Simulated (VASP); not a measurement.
# MgO (Periclase) (Fm-3m) in VASP: settings compared, part 2 of 2

VASP 6.6.1.

**3. Relaxation of cell and atoms, PBE, target pressure 12 GPa, at which the enthalpy is minimised**

This run uses another cell than the first one, of 8.93 Å³/atom, 0.952 times its volume.

File INCAR:

```
SYSTEM = MgO
ALGO = Normal ; EDIFF = 1E-7
EDIFFG = -0.005 ; ENCUT = 600
GGA = PE ; IBRION = 2
ISIF = 3 ; ISMEAR = 0
LASPH = .TRUE. ; LCHARG = .FALSE.
LREAL = .FALSE. ; LWAVE = .FALSE.
NELM = 80 ; NSW = 90
PREC = Accurate ; PSTRESS = 120.0
SIGMA = 0.03
```

File KPOINTS:

```
k-points
0
G
  12 12 12
  0 0 0
```

File POSCAR:

```
MgO                                     
1.0
    0.0000000000      2.0745268914      2.0745268914
    2.0745268914     -0.0000000000      2.0745268914
    2.0745268914      2.0745268914      0.0000000000
  Mg              O             
     1     1
Direct
     0.0000000000000000    0.0000000000000000    0.0000000000000000
     0.5000000000000000    0.5000000000000000    0.5000000000000000
```

Potentials or basis: VASP PAW PBE potentials, release 64 (Mg, O).

Run with:

```
cat potpaw_PBE.64/Mg/POTCAR potpaw_PBE.64/O/POTCAR > POTCAR
mpirun -np 1 vasp_std > vasp.out
```

Wall time 48 s (1 thread of AMD EPYC 7R43 (Zen 3), shared host); peak memory 0.1 GiB.

The run converged. Its results:

```
Free energy             : -11.8670 eV
Pressure after relaxing : 12.0 GPa
Band gap on the k mesh  : 5.18 eV, direct
```

Final structure:
```
Mg O
1.0
     0.00000    2.07453    2.07453
     2.07453    0.00000    2.07453
     2.07453    2.07453    0.00000
Mg O
1 1
Cartesian
  0.0000 0.0000 0.0000
  2.0745 2.0745 2.0745
```

Levels at points of the mesh, in eV from the valence-band top:
```tsv
k point	band 1	band 2	band 3	band 4	band 5	band 6	band 7	band 8
(0.00, 0.00, 0.00)	-17.50	0.00	0.00	0.00	5.18	16.06	16.06	16.06
(0.50, 0.00, 0.00)	-16.10	-4.82	-0.70	-0.70	8.19	13.13	16.78	16.78
(0.50, 0.50, 0.00)	-15.83	-4.27	-1.41	-1.41	9.17	10.47	13.59	19.68
```

Caveat: the relaxation stopped at its first step, so nothing moved; the cell is relaxed towards a set pressure, so the enthalpy falls and the energy may rise.

**4. Relaxation of cell and atoms, LDA, target pressure 12 GPa, at which the enthalpy is minimised**

File INCAR:

```
ALGO     = Normal         # electronic algorithm
EDIFF    = 1E-6           # SCF threshold, eV
EDIFFG   = -0.01          # ionic threshold
ENCUT    = 600            # plane-wave cutoff, eV
IBRION   = 2              # ionic algorithm
ISIF     = 3              # what is computed and relaxed
ISMEAR   = 0              # smearing method
LASPH    = True           # aspherical terms in the spheres
LCHARG   = False          # write CHGCAR
LREAL    = False          # projectors in reciprocal space
LWAVE    = False          # write WAVECAR
NELM     = 80             # most SCF steps
NSW      = 90             # ionic steps
PREC     = Accurate       # precision mode
PSTRESS  = 120.0        
SIGMA    = 0.03           # smearing width, eV
```

File KPOINTS:

```
k-points
0
Gamma
  12 12 12
```

File POSCAR:

```
MgO
1.0
    0.0000000000      2.1085000000      2.1085000000
    2.1085000000      0.0000000000      2.1085000000
    2.1085000000      2.1085000000      0.0000000000
Mg O
1 1
Direct
    0.0000000000      0.0000000000      0.0000000000
    0.5000000000      0.5000000000      0.5000000000
```

Potentials or basis: VASP PAW LDA potentials, release 64 (Mg, O).

Run with:

```
cat potpaw_LDA.64/Mg/POTCAR potpaw_LDA.64/O/POTCAR > POTCAR
mpirun -np 1 vasp_std > vasp.out
```

OUTCAR:

```text
EDIFF = 1E-6
   EDIFFG = -0.01
   ENCUT = 600
   IBRION = 2
   ISIF = 3
   ISMEAR = 0
   LASPH = True
   LREAL = False
   NELM = 80
   NSW = 90
   PREC = Accurate
   PSTRESS = 120.0

 ion  position               nearest neighbor table
   1  0.000  0.000  0.000-   2 2.11   2 2.11   2 2.11   2 2.11   2 2.11   2 2.11
   2  0.500  0.500  0.500-   1 2.11   1 2.11   1 2.11   1 2.11   1 2.11   1 2.11

  LATTYP: Found a face centered cubic cell.
 ALAT       =     4.2170000000

  Lattice vectors:

 A1 = (   0.0000000000,   2.1085000000,   2.1085000000)
 A2 = (   2.1085000000,   0.0000000000,   2.1085000000)
 A3 = (   2.1085000000,   2.1085000000,   0.0000000000)

Analysis of symmetry for initial positions (statically):
=====================================================================
 Subroutine PRICEL returns:
[... 263 lines left out ...]
 cond. band min:       9.5341544842   @ k =   0.0000   0.0000   0.0000
 fundamental gap:      5.7870361490
 Fermi energy:         3.8728291659

 k-point     1 :       0.0000    0.0000    0.0000
  band No.  band energies     occupation
      1     -13.8566      2.00000
      2       3.7471      2.00000
      3       3.7471      2.00000
      4       3.7471      2.00000
      5       9.5342      0.00000
      6      19.8592      0.00000
      7      19.8592      0.00000
      8      19.8592      0.00000
[... 243 lines left out ...]
 k-point    24 :      -0.4167    0.1667    0.0000
  band No.  band energies     occupation
      1     -12.0972      2.00000
      2      -1.0066      2.00000
      3       1.9166      2.00000
      4       2.8074      2.00000
      5      13.3944      0.00000
      6      16.9891      0.00000
      7      18.8477      0.00000
      8      21.6293      0.00000

 [... further k-points ...]

------------------------ aborting loop because EDIFF is reached ----------------------------------------

  FORCE on cell =-STRESS in cart. coord.  units (eV):
  Direction    XX          YY          ZZ          XY          YZ          ZX
  --------------------------------------------------------------------------------------
  -------------------------------------------------------------------------------------
  Total        1.2459718      1.2459718      1.2459718      0.0000000      0.0000000      0.0000000
  in kB      119.0424711    119.0424711    119.0424711      0.0000000      0.0000000      0.0000000
  external PRESSURE =      -0.9575289 kB  Pullay stress =     120.0000000 kB
[... 21 lines left out ...]
  energy  without entropy=      -13.4157524434  energy(sigma->0) =      -13.41575244

  enthalpy is  TOTEN    =       -12.1597585748 eV   P V=        1.2559938687

 reached required accuracy - stopping structural energy minimisation
```

CONTCAR:

```text
MgO
   1.00000000000000
     0.0000000000000000    2.0315567257546081    2.0315567257546081
     2.0315567257546081   -0.0000000000000000    2.0315567257546081
     2.0315567257546081    2.0315567257546081   -0.0000000000000000
  Mg              O
     1     1
Direct
     0.0000000000000000    0.0000000000000000    0.0000000000000000
     0.5000000000000000    0.5000000000000000    0.5000000000000000

  0.00000000E+00  0.00000000E+00  0.00000000E+00
  0.00000000E+00  0.00000000E+00  0.00000000E+00
```

Wall time 7 s (1 thread of Intel Xeon 6975P-C (Granite Rapids), shared host); peak memory 0.14 GiB.

What came out:

| Item | Value |
| --- | --- |
| Free energy | -13.4158 eV |
| Relaxed volume | 8.38 Å³/atom |
| Relaxed cell | a = 2.873 Å, b = 2.873 Å, c = 2.873 Å, α = 60.00°, β = 60.00°, γ = 60.00° |
| Space group after relaxing (to 0.05 Å) | Fm-3m (No. 225) |
| Energy change on relaxing (the enthalpy is what falls) | +4.5 meV/atom |
| Ionic steps | 3 |
| Pressure after relaxing | 11.9 GPa |
| Band gap on the k mesh | 5.79 eV, direct |

Step by step:
| step | energy change (eV) | largest force (eV/Å) | pressure (GPa) | volume (Å³) |
| --- | --- | --- | --- | --- |
| 1 | 0.0000 | 0.0000 | -8.46 | 18.75 |
| 2 | 0.1453 | 0.0000 | 29.28 | 15.68 |
| 3 | 0.0091 | 0.0000 | 11.90 | 16.77 |

Final structure:
```xyz
2
Lattice="0.0000 2.0316 2.0316 2.0316 0.0000 2.0316 2.0316 2.0316 0.0000" Properties=species:S:1:pos:R:3 pbc="T T T"
Mg    0.0000    0.0000    0.0000
O     2.0316    2.0316    2.0316
```

Caveat: the cell is relaxed towards a set pressure, so the enthalpy falls and the energy may rise.

**5. Relaxation of cell and atoms, LDA, target pressure 12 GPa, at which the enthalpy is minimised**

This run uses another cell than the first one, of 8.38 Å³/atom, 0.894 times its volume.

Changes to INCAR since step 4:

```diff
@@ -1,4 +1,4 @@
 ALGO     = Normal         # electronic algorithm
-EDIFF    = 1E-6           # SCF threshold, eV
-EDIFFG   = -0.01          # ionic threshold
+EDIFF    = 1E-7           # SCF threshold, eV
+EDIFFG   = -0.005         # ionic threshold
 ENCUT    = 600            # plane-wave cutoff, eV
```

KPOINTS is that of step 4.

File POSCAR:

```
MgO                                     
1.0
    0.0000000000      2.0315567258      2.0315567258
    2.0315567258     -0.0000000000      2.0315567258
    2.0315567258      2.0315567258     -0.0000000000
  Mg              O             
     1     1
Direct
     0.0000000000000000    0.0000000000000000    0.0000000000000000
     0.5000000000000000    0.5000000000000000    0.5000000000000000
```

Run with:

```
cat potpaw_LDA.64/Mg/POTCAR potpaw_LDA.64/O/POTCAR > POTCAR
mpirun -np 1 vasp_std > vasp.out
```

Run time: 3.6 s. Hardware: 1 thread of Intel Xeon 6975P-C (Granite Rapids), shared host; peak memory 0.13 GiB.

Results (log left out):

```
Free energy             : -13.4098 eV
Pressure after relaxing : 12.0 GPa
Band gap on the k mesh  : 5.79 eV, direct
```

Final structure:
```cif
data_structure
_symmetry_space_group_name_H-M 'P 1'
_symmetry_Int_Tables_number 1
_cell_length_a 2.8731
_cell_length_b 2.8731
_cell_length_c 2.8731
_cell_angle_alpha 60.000
_cell_angle_beta 60.000
_cell_angle_gamma 60.000
_cell_volume 16.77
loop_
_atom_site_label
_atom_site_type_symbol
_atom_site_fract_x
_atom_site_fract_y
_atom_site_fract_z
_atom_site_occupancy
Mg1 Mg 0.00000 0.00000 0.00000 1
O1 O 0.50000 0.50000 0.50000 1
```

Levels at points of the mesh, in eV from the valence-band top:
```
           k point  band 2  band 3  band 4  band 5  band 6  band 7
(0.00, 0.00, 0.00)    0.00    0.00    0.00    5.79   16.11   16.11
(0.50, 0.00, 0.00)   -5.20   -0.80   -0.80    8.43   13.64   17.13
(0.50, 0.50, 0.00)   -4.62   -1.53   -1.53    8.97   10.92   14.07
```

Caveat: the relaxation stopped at its first step, so nothing moved; the cell is relaxed towards a set pressure, so the enthalpy falls and the energy may rise. A k mesh can miss the band edges.
